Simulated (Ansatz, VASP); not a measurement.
# Two plane-wave programs on W

```xyz
1
Lattice="0.0000 2.0578 1.9755 2.0578 0.0000 1.9755 2.0578 2.0578 0.0000" Properties=species:S:1:pos:R:3 pbc="T T T"
W     0.0000    0.0000    0.0000
```

Alike in both runs: task single point; functional PBEsol; k mesh 22 × 22 × 22; occupations gaussian, width 0.15 eV; no spin polarisation.

|  | VASP | Ansatz |
| --- | --- | --- |
| version | VASP 6.6.1 | Ansatz 0.2.0 |
| potentials or method | VASP PAW PBE potentials, release 64 (W_sv) | scalar-relativistic, plane waves, PAW |
| plane-wave cutoff (eV) | 520 | 420 |
| valence electrons in the cell | 14 | 14 |

VASP gave:

| Quantity | Value |
| --- | --- |
| gap on the k mesh at the Fermi level (eV) | none |
| pressure (GPa) | -12.3 |
| largest component of the traceless stress (GPa) | 8.17 |

**Question.** Which values does Ansatz return?

**Answer.** gap on the k mesh at the Fermi level (eV): none; pressure (GPa): -12.7; largest component of the traceless stress (GPa): 8.10.

A gap of «none» marks a metal or a gap that the smearing closes.

Caveats: the PAW data sets were made with another functional, which shifts forces and pressure a little (VASP). The runs have no spin-orbit coupling, so splittings on W are missing.
